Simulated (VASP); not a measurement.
CdO:

```
Cd O
1.0
     0.00000    2.34950    2.34950
     2.34950    0.00000    2.34950
     2.34950    2.34950    0.00000
Cd O
1 1
Cartesian
  0.0000 0.0000 0.0000
  2.3495 2.3495 2.3495
```

```yaml
Program: VASP 6.6.1
Task: relaxation of cell and atoms
Functional: PBE
Potentials_or_basis: VASP PAW PBE potentials, release 64 (Cd, O)
Cutoff: 520 eV
k_mesh: 12 × 12 × 12
Occupations: gaussian, width 0.02 eV
Spin: no spin polarisation
```

At the start: pressure 7.6 GPa; volume 12.97 Å³/atom.

Q: How do energy, volume and symmetry change on relaxing?

A: Over 3 steps the energy falls by 15.7 meV/atom and the volume is 13.67 Å³/atom (+5.4 %); space group Fm-3m (No. 225, to 0.05 Å).

Step by step:
```
step  energy change (eV)  largest force (eV/Å)  pressure (GPa)  volume (Å³)
   1              0.0000                0.0000            7.58        25.94
   2             -0.0184                0.0000           -4.17        28.31
   3             -0.0315                0.0000           -0.01        27.34
```

Final structure:
```xyz
2
Lattice="0.0000 2.3910 2.3910 2.3910 0.0000 2.3910 2.3910 2.3910 0.0000" Properties=species:S:1:pos:R:3 pbc="T T T"
Cd    0.0000    0.0000    0.0000
O     2.3910    2.3910    2.3910
```
